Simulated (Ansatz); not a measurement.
Reaction (substitution at a C–O bond): `O=COCCO` + `[NH2][SnH2][OH]` → `O=C[NH][SnH2][OH]` + `OCCO`

Gas-phase electronic energies from Ansatz, PBE0-D4/def2-TZVP geometries. CCSD(T)/CBS is the MP2 limit (def2-TZVPP, def2-QZVPP) plus CCSD(T) − MP2 in def2-TZVPP, frozen cores. This one scheme is used for every species. DFT in def2-TZVPP. B3LYP here is the variant with VWN-RPA as its local correlation; programs differ in this. Elements past krypton have def2 core potentials. For Sn outer-core shells are correlated without core-valence functions, which leaves a few kJ/mol of doubt a bond. Each species was taken in one conformer, which may not be the lowest.

Question: Is it downhill or uphill in electronic energy at CCSD(T)/CBS, and by how much? (An estimate is asked.)

Answer: The calculation gave: Downhill: ΔE = -33.4 kJ/mol.

Question: What do these levels give: PBE-D4, PBE0-D4, B3LYP-D4, ωB97M-V, PBE, HF/def2-QZVPP? (An estimate is asked.)

Answer: Ansatz gave: PBE-D4 -36.0, PBE0-D4 -36.1, B3LYP-D4 -33.4, ωB97M-V -33.4, PBE -33.3, HF/def2-QZVPP -23.0 kJ/mol.

Largest T1 diagnostic among the species: 0.016.

The D4 term adds −4.6 kJ/mol with B3LYP and −2.2 kJ/mol with PBE0; it sums over pairs of atoms, weighted by their polarisabilities, and B3LYP, whose exchange is more repulsive, gets the larger term. In def2-TZVPP, CCSD(T) changes the Hartree–Fock value by −8.1 kJ/mol (the triples alone add −1.4 kJ/mol) and MP2 by −9.2 kJ/mol.
